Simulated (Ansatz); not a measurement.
## Pressure against volume in Al2Cu

The cell was found from a structure generator's guess, not taken from experiment.

The calculation used Ansatz 0.2.0, DFT PBE, scalar-relativistic, plane waves, PAW. The final run on the 3-atom cell used 420 eV, a Γ-centred 12×12×12 mesh, 0.10 eV smearing and no spin polarisation.

```cif
data_structure
_symmetry_space_group_name_H-M 'Fm-3m'
_symmetry_Int_Tables_number 225
_cell_length_a 5.7831
_cell_length_b 5.7831
_cell_length_c 5.7831
_cell_angle_alpha 90.000
_cell_angle_beta 90.000
_cell_angle_gamma 90.000
_cell_volume 193.41
loop_
_atom_site_label
_atom_site_type_symbol
_atom_site_symmetry_multiplicity
_atom_site_Wyckoff_symbol
_atom_site_fract_x
_atom_site_fract_y
_atom_site_fract_z
_atom_site_occupancy
Al1 Al 8 c 0.25000 0.75000 0.75000 1
Cu1 Cu 4 b 0.50000 0.00000 0.00000 1
```

The cell was set to several volumes, with shape and atoms relaxed at each where symmetry leaves them free. Pressure is positive in compression, and energies count from the lowest row. No row has a gap on its mesh.

```
row  V (Å³/atom)  P (GPa)  ΔE (meV/atom)
  1       14.184    16.33           87.8
  2       14.667        ?              ?
  3       15.151     6.85           19.5
  4       15.634     3.15            4.6
  5       16.118     0.01            0.0
  6       16.601    -2.66            4.1
  7       17.085    -4.92           15.7
  8       17.729    -7.36           40.6
```

Question: Find B = −V·ΔP/ΔV from rows 4 and 6 and from rows 1 and 3, and from the two its slope B′ and its value B0 at zero pressure.

Answer: Rows 4 and 6 give −(15.634 + 16.601)/2 × (-2.66 − (3.15))/(16.601 − 15.634) = 96.8 GPa at a mean pressure of 0.24 GPa. Rows 1 and 3 give −(14.184 + 15.151)/2 × (6.85 − (16.33))/(15.151 − 14.184) = 143.8 GPa at a mean pressure of 11.59 GPa. So B′ = (143.8 − 96.8)/(11.59 − (0.24)) = 4.14 and B0 = 96.8 − 4.14 × (0.24) = 95.8 GPa. A third-order Birch–Murnaghan fit to all the energies gives B0 = 96.1 GPa and B′ = 4.4.

Question: Estimate the pressure and energy of row 2.

Answer: From row 5, V0 = 16.118 × (1 + (0.01)/95.8) = 16.120 Å³/atom. Murnaghan's form P = (B0/B′)·[(V0/V)^B′ − 1] gives (95.8/4.14) × [(16.120/14.667)^4.14 − 1] = 11.07 GPa; the computed pressure is 11.20 GPa, so the estimate is off by -0.13 GPa. The work of compression from row 3, with the mean of the two pressures, gives ΔE = 19.5 + (11.07 + 6.85)/2 × (15.151 − 14.667)/160.2 × 1000 = 46.6 meV/atom (1 eV/Å³ = 160.2 GPa); the computed value is 46.5 meV/atom.

All volumes keep the k mesh of the relaxed cell. A later test with randomly moved atoms came back to the same energy, though modes that don't fit the test's cell weren't probed.

The equation of state is that of an ordinary close-range metallic solid, smooth and clearly anharmonic. Equal volume steps about the minimum cost more in compression than in expansion: 19.5 against 15.7 meV/atom for rows 3 and 7, with pressures of 6.85 and -4.92 GPa. On compression, the kinetic energy of the valence electrons and the overlap repulsion, including that from the filled Cu 3d shell, rise faster than the cohesive terms, so the modulus grows with pressure. In this fluorite-type arrangement symmetry fixes every atomic position, so the Al–Cu contacts must shorten in proportion to the cell edge, with no internal relaxation to soften the response. The zero-pressure modulus lies between those of elemental Al and Cu, as expected for an Al-rich intermetallic with d–sp bonding.

Al2Cu is known in equilibrium as the tetragonal θ phase, while metastable θ′ is a tetragonally distorted relative of the cubic cell. The curve therefore describes the compressibility of one candidate structure and doesn't establish its stability against either phase.
